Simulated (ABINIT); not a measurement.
# ZnS (Wurtzite-2H) (P6_3mc) in ABINIT: notebook

Aim: see how the results for ZnS (Wurtzite-2H) move with the level of theory and the settings. Levels: revPBE, RPBE. Tasks: band structure.

Program: ABINIT 10.8.3 (patched build). These are calculated values, not measurements. Logs are shortened: lines on timing, memory, paths and dates and some standing lists are left out, and cuts for length are marked. The log counts tension as positive stress, the text compression.

**The experiment to reproduce.**

A printed reference work, monograph reports, for a bulk crystal of ZnS at 4 K: band gap 3.911 eV (direct).

The results are compared with them further down.

## Step 1: Starting point

Symmetry: P6_3mc, No. 186, hexagonal system. The conventional cell has a = 3.811 Å, b = 3.811 Å, c = 6.234 Å, α = 90.00°, β = 90.00°, γ = 120.00°. Around Zn (site symmetry 3m) lie 4 S at 2.31 to 2.40 Å. S (site symmetry 3m) has 4 Zn at 2.31 to 2.40 Å as nearest neighbours.

## Step 2: Band structure, revPBE

File run.abi:

```
# Datasets: ground state, then fixed potential
ndtset 2

# Pseudopotentials
pp_dirpath "./"
pseudos "Zn.GGA_PBE-JTH.xml, S.GGA_PBE-JTH.xml"

# Structure
acell 3*1.0 Angstrom
rprim
     3.8110000000     0.0000000000     0.0000000000
    -1.9055000000     3.3004228138     0.0000000000
     0.0000000000     0.0000000000     6.2340000000
ntypat 2
znucl 30 16
natom 4
typat 1 1 2 2
xred
     0.6666666667     0.3333333333     0.5000000000
     0.3333333333     0.6666666667     0.0000000000
     0.6666666667     0.3333333333     0.8850000000
     0.3333333333     0.6666666667     0.3850000000

# Plane-wave basis
ecut 20.0
pawecutdg 40.0

# Exchange and correlation
ixc 14

# Bands and occupations
occopt 3
tsmear 0.05 eV

# SCF cycle
nstep 100

# Output
iomode 3
prtwf 0
prteig 0
prtebands 0
prtden1 1

# Dataset 1
kptopt1 1
ngkpt1 8 8 5
nshiftk1 1
shiftk1 0.0 0.0 0.0
nband1 22
tolvrs1 1.0e-9

# Dataset 2: bands along G-M-K-G-A-L-H-A
iscf2 -2
getden2 1
nband2 26
nbdbuf2 2
tolwfr2 1.0e-12
kptopt2 -7
ndivsm2 6
prteig2 1
kptbounds2
     0.0000000000     0.0000000000     0.0000000000
     0.5000000000     0.0000000000     0.0000000000
     0.3333333333     0.3333333333     0.0000000000
     0.0000000000     0.0000000000     0.0000000000
     0.0000000000     0.0000000000     0.5000000000
     0.5000000000     0.0000000000     0.5000000000
     0.3333333333     0.3333333333     0.5000000000
     0.0000000000     0.0000000000     0.5000000000
```

Potentials or basis: JTH PAW PBE v2.0.

Started as:

```sh
abinit run.abi > log 2>&1
```

run.abo:

```text
.Version 10.8.3 of ABINIT
 DATASET    1 : space group P6_3 m c (#186); Bravais hP (primitive hexag.)
================================================================================
 Values of the parameters that define the memory need for DATASET  1.
     intxc =       0    ionmov =       0      iscf =      17    lmnmax =      18
     lnmax =       6     mgfft =      48  mpssoang =       3    mqgrid =    3354
     natom =       4  nloc_mem =       2    nspden =       1   nspinor =       1
    nsppol =       1      nsym =      12    n1xccc =       1    ntypat =       2
    occopt =       3   xclevel =       2
       mpw =        2274          nfft =       43200          nkpt =          30
 PAW method is used; the additional fine FFT grid is defined by:
   mgfftf=        72    nfftf =    145800
================================================================================
================================================================================

 DATASET    2 : space group P6_3 m c (#186); Bravais hP (primitive hexag.)
================================================================================
 Values of the parameters that define the memory need for DATASET  2.
     intxc =       0    ionmov =       0      iscf =      -2    lmnmax =      18
     lnmax =       6     mgfft =      48  mpssoang =       3    mqgrid =    3354
     natom =       4  nloc_mem =       2    nspden =       1   nspinor =       1
    nsppol =       1      nsym =      12    n1xccc =       1    ntypat =       2
    occopt =       3   xclevel =       2
       mpw =        2285          nfft =       43200          nkpt =          69
 PAW method is used; the additional fine FFT grid is defined by:
   mgfftf=        72    nfftf =    145800
================================================================================
================================================================================

--------------------------------------------------------------------------------
------------- Echo of variables that govern the present computation ------------
--------------------------------------------------------------------------------
 -outvars: echo values of preprocessed input variables --------
            acell      1.8897261259E+00  1.8897261259E+00  1.8897261259E+00 Bohr
              amu      6.53900000E+01  3.20660000E+01
             ecut      2.00000000E+01 Hartree
           getden1          0
           getden2          1
             iscf1         17
             iscf2         -2
                       outvar_i_n : Printing only first  50 k-points.
[... 1061 lines left out ...]

 ----iterations are completed or convergence reached----

 Mean square residual over all n,k,spin=   52.694E-14; max=  99.751E-14
 reduced coordinates (array xred) for    4 atoms
       0.666666666667      0.333333333333      0.500000000000
       0.333333333333      0.666666666667      0.000000000000
       0.666666666667      0.333333333333      0.885000000000
       0.333333333333      0.666666666667      0.385000000000

 cartesian coordinates (angstrom) at end:
    1      1.90550000000000     1.10014093793333     3.11700000000000
    2     -0.00000000000000     2.20028187586667     0.00000000000000
    3      1.90550000000000     1.10014093793333     5.51709000000000
    4     -0.00000000000000     2.20028187586667     2.40009000000000
 length scales=  1.889726125908  1.889726125908  1.889726125908 bohr
              =  1.000000000000  1.000000000000  1.000000000000 angstroms
 Eigenvalues (hartree) for nkpt=  69  k points:
 kpt#   1, nband= 26, wtk=  1.00000, kpt=  0.0000  0.0000  0.0000 (reduced coord)
  -0.28374   -0.25010   -0.03222   -0.03222   -0.02982   -0.02982   -0.02953   -0.01445
  -0.01445   -0.01152   -0.01152   -0.00555    0.01230    0.16948    0.16948    0.20045
   0.20045    0.20080    0.28741    0.31361    0.43314    0.43314    0.44425    0.48072
   0.48072    0.54829
 kpt#   2, nband= 26, wtk=  1.00000, kpt=  0.0455  0.0000  0.0000 (reduced coord)
  -0.28322   -0.24980   -0.03226   -0.03208   -0.02978   -0.02966   -0.02941   -0.01452
  -0.01447   -0.01198   -0.01149   -0.00514    0.01303    0.16484    0.16816    0.19496
   0.19972    0.20022    0.29248    0.31803    0.43033    0.43493    0.44604    0.47929
   0.48313    0.54436
 kpt#   3, nband= 26, wtk=  1.00000, kpt=  0.0909  0.0000  0.0000 (reduced coord)
  -0.28167   -0.24890   -0.03239   -0.03171   -0.02967   -0.02918   -0.02902   -0.01473
  -0.01450   -0.01296   -0.01143   -0.00431    0.01519    0.15262    0.16445    0.18156
   0.19755    0.19833    0.30456    0.32917    0.42403    0.43998    0.45013    0.47617
   0.49022    0.53310
 kpt#   4, nband= 26, wtk=  1.00000, kpt=  0.1364  0.0000  0.0000 (reduced coord)
  -0.27915   -0.24748   -0.03253   -0.03112   -0.02950   -0.02840   -0.02837   -0.01508
[... 314 lines left out ...]
  -0.26666   -0.26666   -0.03154   -0.03154   -0.03072   -0.03072   -0.02791   -0.02791
  -0.01279   -0.01279   -0.01272   -0.01272    0.09983    0.09983    0.17185    0.17185
   0.18016    0.18016    0.34671    0.34671    0.42834    0.42834    0.45677    0.45677
   0.46666    0.46666
 kpt#  68, nband= 26, wtk=  1.00000, kpt=  0.0256  0.0256  0.5000 (reduced coord)
  -0.26790   -0.26790   -0.03135   -0.03135   -0.03113   -0.03113   -0.02827   -0.02827
  -0.01279   -0.01279   -0.01277   -0.01277    0.10038    0.10038    0.18081    0.18081
   0.18327    0.18327    0.33659    0.33659    0.44000    0.44000    0.45077    0.45077
   0.46100    0.46100
 kpt#  69, nband= 26, wtk=  1.00000, kpt=  0.0000  0.0000  0.5000 (reduced coord)
  -0.26832   -0.26832   -0.03127   -0.03127   -0.03127   -0.03127   -0.02840   -0.02840
  -0.01278   -0.01278   -0.01278   -0.01278    0.10049    0.10049    0.18431    0.18431
   0.18431    0.18431    0.33268    0.33268    0.44868    0.44868    0.44868    0.44868
   0.45457    0.45457

== END DATASET(S) ==============================================================
================================================================================

 -outvars: echo values of variables after computation  --------
            acell      1.8897261259E+00  1.8897261259E+00  1.8897261259E+00 Bohr
           etotal1    -1.4923687502E+02
            fcart1     1.6824951973E-28 -9.7138905506E-29  6.2143601535E-03
                      -1.3086073757E-28  7.5552482060E-29  6.2143601535E-03
                       1.8694391081E-29 -1.0793211723E-29 -6.2143601535E-03
                      -5.6083173242E-29  3.2379635169E-29 -6.2143601535E-03
            rprim      3.8110000000E+00  0.0000000000E+00  0.0000000000E+00
                      -1.9055000000E+00  3.3004228138E+00  0.0000000000E+00
                       0.0000000000E+00  0.0000000000E+00  6.2340000000E+00
           strten1    -1.4974432489E-04 -1.4974432486E-04 -7.6990768761E-05
                       0.0000000000E+00  0.0000000000E+00  0.0000000000E+00
           xangst      1.9055000000E+00  1.1001409379E+00  3.1170000000E+00
                      -1.2540273692E-16  2.2002818759E+00  0.0000000000E+00
                       1.9055000000E+00  1.1001409379E+00  5.5170900000E+00
                      -1.2540273692E-16  2.2002818759E+00  2.4000900000E+00
             xred      6.6666666667E-01  3.3333333333E-01  5.0000000000E-01
                       3.3333333333E-01  6.6666666667E-01  0.0000000000E+00
                       6.6666666667E-01  3.3333333333E-01  8.8500000000E-01
                       3.3333333333E-01  6.6666666667E-01  3.8500000000E-01
 Calculation completed.
```

Run time: 4 min. Hardware: 1 thread of Arm Neoverse V1, shared host; peak memory 0.17 GiB.

What came out:

| Item | Value |
| --- | --- |
| Free energy | -4060.9422 eV |
| Largest force | 0.320 eV/Å |
| Band gap on the k mesh | 2.36 eV, direct |
| Valence electrons inside the program's atomic spheres | Zn 10.80; S 3.63 |

Forces on the atoms (eV/Å):
```
Zn   0.000  0.000  0.320
Zn   0.000  0.000  0.320
S    0.000  0.000 -0.320
S    0.000  0.000 -0.320
```

Levels at the corners of the path, in eV from the valence-band top:
| point | band 15 | band 16 | band 17 | band 18 | band 19 | band 20 | band 21 | band 22 |
| --- | --- | --- | --- | --- | --- | --- | --- | --- |
| Γ | -0.85 | -0.01 | -0.01 | 0.00 | 2.36 | 3.07 | 6.32 | 6.32 |
| M | -3.13 | -2.24 | -1.54 | -0.98 | 3.70 | 4.33 | 5.26 | 7.15 |
| K | -3.83 | -2.19 | -2.19 | -2.19 | 4.58 | 5.95 | 5.95 | 7.96 |
| Γ | -0.85 | -0.01 | -0.01 | 0.00 | 2.36 | 3.07 | 6.32 | 6.32 |
| A | -0.45 | -0.45 | -0.45 | -0.45 | 3.59 | 3.59 | 6.75 | 6.75 |
| L | -1.65 | -1.65 | -1.52 | -1.52 | 3.71 | 3.71 | 5.20 | 5.20 |
| H | -3.08 | -3.08 | -1.25 | -1.25 | 4.59 | 4.59 | 6.58 | 6.58 |
| A | -0.45 | -0.45 | -0.45 | -0.45 | 3.59 | 3.59 | 6.75 | 6.75 |

Caveat: the PAW data sets were made with another functional, which shifts forces and pressure a little.

(Continued in part 2 of 2.)
